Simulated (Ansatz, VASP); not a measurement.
Two plane-wave programs on Ru

```
Ru
1.0
     2.67298    0.00000    0.00000
    -1.33649    2.31487    0.00000
     0.00000    0.00000    4.22815
Ru
2
Direct
  0.33333 0.66667 0.25000
  0.66667 0.33333 0.75000
```

Alike in both runs: functional LDA; k mesh 9 × 9 × 6; occupations gaussian, width 0.1 eV; no spin polarisation.

Ansatz relaxed the structure, and its values are those at the end. VASP's run is a single point on that final structure, the one shown.

|  | VASP | Ansatz |
| --- | --- | --- |
| version | VASP 6.6.1 | Ansatz 0.2.0 |
| potentials or method | VASP PAW LDA potentials, release 64 (Ru_pv) | scalar-relativistic, plane waves, PAW |
| plane-wave cutoff (eV) | 520 | 420 |
| valence electrons in the cell | 28 | 32 |

VASP gave:

```
gap on the k mesh at the Fermi level (eV) : none
pressure (GPa)                            : 0.9
```

**Question.** What did Ansatz give for the same quantities?

**Answer.** gap on the k mesh at the Fermi level (eV): none; pressure (GPa): 0.0.

A gap of «none» marks a metal or a gap that the smearing closes. The two sets of potentials don't hold the same shells in valence. Ansatz warned: «pseudo_functional_mismatch».
